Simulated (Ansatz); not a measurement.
**Pd: levels along high-symmetry lines**

```
Pd
1.0
     2.61292    0.00000    0.00000
     0.00000    2.61292    0.00000
     0.00000    0.00000    2.61292
Pd
1
Cartesian
  0.0000 0.0000 0.0000
```

The cell was built from the sc type and relaxed in the same program, and has space group Pm-3m; it needn't be a known or the stable phase.

Spin polarisation is left out, and whether a magnetic state lies lower isn't shown here.

Method: Ansatz 0.2.0, DFT, PBE, all-electron LAPW, scalar-relativistic.

Numerical set-up: a Γ-centred 13×13×13 k mesh, Fermi–Dirac smearing of 0.03 eV, basis error target 1 meV/atom, no spin polarisation.

Points in fractions of the reciprocal vectors of this cell: Γ (0, 0, 0), X (0, 0.5, 0), M (0.5, 0.5, 0), R (0.5, 0.5, 0.5). The path joins them by straight lines in the order Γ–X–M–Γ–R–X–R–M; legs that retrace an earlier one aren't tabulated. Energies are in eV from the Fermi level.

(1) Metal or insulator at this level of theory?

(2) Tabulate bands 9 to 16, counted from the lowest band of the run, along the path.

Answers

(1) No gap opens: metallic or semimetallic.

(2) 
| k (1/Å) | point | band 9 | band 10 | band 11 | band 12 | band 13 | band 14 | band 15 | band 16 |
| --- | --- | --- | --- | --- | --- | --- | --- | --- | --- |
| 0.00 | Γ | -49.41 | -5.91 | -4.46 | -4.46 | 0.00 | 0.00 | 0.00 | 16.38 |
| 0.30 |  | -49.41 | -5.54 | -4.40 | -4.13 | -0.25 | -0.25 | 0.02 | 13.82 |
| 0.60 |  | -49.40 | -4.75 | -4.24 | -2.96 | -0.81 | -0.81 | 0.07 | 10.01 |
| 0.90 |  | -49.39 | -4.11 | -4.07 | -1.32 | -1.32 | -0.98 | 0.12 | 6.64 |
| 1.20 | X | -49.38 | -4.00 | -3.86 | -1.52 | -1.52 | 0.14 | 0.45 | 4.81 |
| 1.50 |  | -49.38 | -3.87 | -3.34 | -2.39 | -1.48 | -0.08 | 1.48 | 4.86 |
| 1.80 |  | -49.37 | -3.67 | -3.57 | -1.82 | -1.38 | -0.59 | 3.15 | 5.01 |
| 2.10 |  | -49.36 | -4.37 | -3.45 | -1.28 | -1.05 | 0.11 | 4.75 | 5.28 |
| 2.40 | M | -49.35 | -4.66 | -3.36 | -1.24 | -1.24 | 1.12 | 5.54 | 5.54 |
| 2.83 |  | -49.36 | -4.13 | -3.54 | -1.12 | -1.07 | -0.42 | 2.42 | 7.49 |
| 3.25 |  | -49.38 | -4.09 | -3.25 | -2.53 | -0.86 | -0.76 | -0.64 | 10.84 |
| 3.68 |  | -49.41 | -5.16 | -4.18 | -3.97 | -0.50 | -0.26 | -0.19 | 14.32 |
| 4.11 | Γ | -49.41 | -5.91 | -4.46 | -4.46 | 0.00 | 0.00 | 0.00 | 16.38 |
| 4.63 |  | -49.46 | -4.76 | -3.90 | -3.90 | -0.48 | -0.47 | -0.47 | 14.77 |
| 5.15 |  | -49.57 | -3.27 | -2.47 | -2.47 | -1.60 | -1.60 | 0.62 | 13.06 |
| 5.67 |  | -49.67 | -3.67 | -3.25 | -3.25 | -0.02 | -0.02 | 6.11 | 11.91 |
| 6.19 | R | -49.71 | -3.81 | -3.81 | -3.81 | 1.21 | 1.21 | 11.07 | 11.13 |
| 6.61 |  | -49.66 | -3.80 | -3.51 | -3.26 | 0.01 | 0.68 | 8.51 | 8.95 |
| 7.04 |  | -49.55 | -3.52 | -2.75 | -2.11 | -2.01 | -0.78 | 5.48 | 5.90 |
| 7.46 |  | -49.43 | -3.48 | -3.12 | -2.60 | -1.90 | -0.33 | 2.32 | 4.96 |
| 7.89 | X | -49.38 | -4.00 | -3.86 | -1.52 | -1.52 | 0.14 | 0.45 | 4.81 |
| 9.59 | R | -49.71 | -3.81 | -3.81 | -3.81 | 1.21 | 1.21 | 11.07 | 11.13 |
| 9.89 |  | -49.66 | -3.95 | -3.53 | -3.53 | 0.34 | 1.20 | 10.12 | 10.12 |
| 10.19 |  | -49.53 | -4.26 | -2.75 | -2.75 | -1.40 | 1.17 | 8.17 | 8.17 |
| 10.49 |  | -49.41 | -4.54 | -2.83 | -1.76 | -1.76 | 1.13 | 6.35 | 6.35 |
| 10.79 | M | -49.35 | -4.66 | -3.36 | -1.24 | -1.24 | 1.12 | 5.54 | 5.54 |
